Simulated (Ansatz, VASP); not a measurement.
**Ba: VASP beside Ansatz**

```xyz
1
Lattice="3.9996 0.0000 0.0000 0.0000 3.9996 0.0000 0.0000 0.0000 3.6055" Properties=species:S:1:pos:R:3 pbc="T T T"
Ba    1.9998    1.9998    1.8028
```

This isn't the form of Ba at room conditions, which is bcc.

Alike in both runs: task single point; functional r2SCAN; k mesh 14 × 14 × 14; occupations gaussian, width 0.15 eV; no spin polarisation.

|  | VASP | Ansatz |
| --- | --- | --- |
| version | VASP 6.6.1 | Ansatz 0.2.0 |
| potentials or method | VASP PAW PBE potentials, release 64 (Ba_sv) | scalar-relativistic, plane waves, PAW |
| plane-wave cutoff (eV) | 520 | 500 |
| valence electrons in the cell | 10 | 10 |

Ansatz gave:

* gap on the k mesh at the Fermi level (eV): none
* pressure (GPa): 0.3
* largest component of the traceless stress (GPa): 2.67

**Question.** Which values does VASP return?

**Answer.** gap on the k mesh at the Fermi level (eV): none; pressure (GPa): 0.6; largest component of the traceless stress (GPa): 2.81.

A gap of «none» marks a metal or a gap that the smearing closes.

Caveats: the PAW data sets were made with another functional, which shifts forces and pressure a little (VASP). The runs have no spin-orbit coupling, so splittings on Ba are missing.
